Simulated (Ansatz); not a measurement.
Ir, DFT, PBE, all-electron LAPW, scalar-relativistic (Ansatz 0.2.0), run on 1 thread of Arm Neoverse N1 on a shared host.

The cell was built from the hcp type and relaxed in the same program; it needn't be a known or the stable phase. The listed cell was then made from it by scaling, straining or moving an atom.

Command: `ansatz run input.yaml --threads 1 --pin off --max-ram 2048MiB --backend cpu --events-out ev --progress --plain --runs-dir out`

```yaml
crystal:
  lattice:
    - [2.6929325016, 0.0, 0.0]
    - [-1.3464662508, 2.332147957, 0.0]
    - [0.0, 0.0, 4.3615589678]
  atoms:
    - { symbol: Ir, position: [0.3333333333, 0.6666666667, 0.25] }
    - { symbol: Ir, position: [0.6666666667, 0.3333333333, 0.75] }
kpoints:
  mp_grid: { grid: [15, 15, 8] }
scf:
  occupations: { method: fermi_dirac, width: 0.03 }
hamiltonian:
  xc: pbe
  pseudopotentials: { kind: all_electron, lapw: { basis_error: 0.001 } }
output:
  forces: true
  stress: true
  eigenvalues: true
```

How large is the problem that the program sets up?

135 irreducible k-points, 313 plane waves at Γ, 50 bands.

Estimate the wall time and the peak memory.

100 s of wall time for 8 SCF iterations, with a peak of 0.63 GiB. Times on shared machines scatter by tens of per cent.

And the same cell and mesh by PAW with the default files, asked for forces, stress, eigenvalues, efg, write_density, write_potential, elf, on the same hardware?

10 s, peak memory 0.38 GiB.

And the same cell and mesh by crystal-made all-electron datasets, asked for forces, stress, eigenvalues, efg, on the same hardware?

34 s, peak memory 0.64 GiB.
